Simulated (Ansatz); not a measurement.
**BP: from supercell energies to defect levels (H interstitial)**

All numbers below come from DFT PBE, scalar-relativistic, plane waves, PAW (Ansatz). Run with 420 eV cutoff, 2×2×2 k-mesh, shifted by half a step, Gaussian smearing of 0.01 eV, collinear spin in charge 0 alone.

Host crystal, relaxed:

```cif
data_structure
_symmetry_space_group_name_H-M 'P 1'
_symmetry_Int_Tables_number 1
_cell_length_a 3.2161
_cell_length_b 3.2161
_cell_length_c 3.2161
_cell_angle_alpha 60.000
_cell_angle_beta 60.000
_cell_angle_gamma 60.000
_cell_volume 23.52
loop_
_atom_site_label
_atom_site_type_symbol
_atom_site_fract_x
_atom_site_fract_y
_atom_site_fract_z
_atom_site_occupancy
B1 B 0.00000 0.00000 0.00000 1
P1 P 0.25000 0.25000 0.25000 1
```

The H interstitial was set at (0.500, 0.500, 0.500) of the host cell, in a supercell of 32 sites (376 Å³), relaxed at fixed cell in each charge q, from a start with the atoms near it displaced at random. In charge +1 some atom moved by up to 1.4 Å, so the relaxed defect can differ in kind from the start: near the site, 4 P at 1.97 Å, 6 B at 2.27 Å became 1 B at 1.28 Å, 1 P at 1.50 Å (charge +1). The host's Kohn–Sham gap is 1.25 eV and its static dielectric constant 9.3 (mean). For each charge: the supercell's free energy over the neutral one with q electrons exchanged at the valence band top, F(q) − F(0) + qE_v; the image-charge term; and the term that aligns the potential far from the defect with the host's.

```json
{"q": "+1", "F(q) − F(0) + qE_v (eV)": "-1.075", "image charge (eV)": "0.311", "alignment (eV)": "0.007"}
{"q": "0", "F(q) − F(0) + qE_v (eV)": "0.000", "image charge (eV)": "0.000", "alignment (eV)": "0.000"}
{"q": "-1", "F(q) − F(0) + qE_v (eV)": "0.278", "image charge (eV)": "0.311", "alignment (eV)": "-0.179"}
```

Problem. Add the terms and find the levels between neighbouring charges, ε(q/q′) = [A(q′) − A(q)]/(q − q′), with and without the two corrections.

Solution. A(q): -0.757 eV for +1, 0.000 eV for 0, 0.410 eV for -1.
```
 level corrected (eV over E_v) uncorrected (eV)
(+1/0)                     0.76              1.08
(0/-1)                     0.41              0.28
```

As a check, a point charge in a simple cubic cell of this volume has q²αe²/(2εL) = 0.306 q² eV (e² = 14.40 eV Å, α = 2.837, L = 7.22 Å); the shape of the real cell can change it somewhat. The term grows as q², so it pushes donor levels down and acceptor levels up. The program doubts the alignment for q = -1, so levels beside it are uncertain by about that term.

Problem. Which of these charges is lowest with the Fermi level at the valence band top, at mid-gap and at the conduction band bottom?

Solution. The line A(q) + qE_F that lies lowest gives the charge: +1 at E_F = 0.00 eV, -1 at E_F = 0.62 eV, -1 at E_F = 1.25 eV. The level (+1/0) lies above (0/-1), so charge 0 is never the lowest: a negative-U pattern, with a direct (+1/-1) level at 0.58 eV. Charges beyond those computed could lie lower near the band edges.

Problem. The neutral defect forms at 2.78 eV with atoms taken from and returned to the elements. What are the formation energies at those three Fermi levels, and what share of sites would hold the defect at 1200 K with E_F at mid-gap, if the host still stood at that temperature?

Solution. E_f = E_f(0) + A(q) + qE_F = 2.02, 2.57, 1.94 eV. In the dilute limit the share is exp(−E_f/k_BT) = exp(−2.566/0.1034) = 1.7×10⁻¹¹, leaving out degeneracy and vibrational entropy. This is the H-rich limit; a poorer supply of H, or a competing compound of it, raises E_f. The small cell and the narrow Kohn–Sham gap leave errors of tenths of an eV or more, which change the share by orders of magnitude.

Interstitial H is amphoteric here: among the computed charges, it is a donor when the Fermi level is low in the gap and an acceptor when it is high, so it would counteract either kind of doping. In charge +1 the B and P contacts of 1.28 and 1.50 Å are both longer than ordinary terminal bonds to H. This suggests a B–H–P bridge, in which two electrons of a host bond are shared over three centres. A further electron would have to enter a nonbonding or antibonding orbital, while a second one can close the H 1s shell as hydride. Such pairing, helped by relaxation, probably outweighs the electrons' repulsion and gives the negative U. That ordering survives omission of the doubtful alignment term, but the preference for -1 at mid-gap does not, as the direct level at 0.58 eV lies too close to 0.62 eV. The size of U also depends on whether the neutral defect reached its lowest geometry, which a single starting site doesn't establish.
